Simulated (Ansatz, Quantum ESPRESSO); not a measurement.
## In: the pressure in 2 programs

The cell as given:

```xyz
1
Lattice="-1.6255 1.6255 2.4737 1.6255 -1.6255 2.4737 1.6255 1.6255 -2.4737" Properties=species:S:1:pos:R:3 pbc="T T T"
In    0.0000    0.0000    0.0000
```

Kept alike: task relaxation of cell and atoms; functional PBEsol; k mesh 11 × 11 × 11; occupations fermi-dirac, width 0.05 eV; no spin polarisation. The mesh is that of the run's cell of 1 atom. No spin-orbit coupling.

- A: Ansatz, Ansatz PAW, made for PBE, cutoff 420 eV
- B: Quantum ESPRESSO, GBRV 1.5 PBEsol, cutoff 871 eV

| pressure (GPa) | A: volume (Å³/atom) | B: volume (Å³/atom) |
| --- | --- | --- |
| 0 | 25.535 | 24.734 |
| 2 | 24.465 | 23.862 |
| 5 | 23.388 | 22.855 |

Values on potentials made for another functional: all of A. Values hold for each row's relaxed cell, which stops near the pressure aimed at. Ansatz's stress holds its Pulay term. The runs follow the start's structure, whether or not it is the stable one at these pressures. For a metal such a mesh leaves the last digits unconverged.

**Question.** How large is the effect of the pressure, and do the programs agree on it?

**Answer.** From 0 to 5 GPa the volume moves by -2.147 in A, -1.879 in B (Å³/atom). Row by row the programs differ by 0.533 to 0.801, and over this span the shifts, as printed, agree within about 12 %.
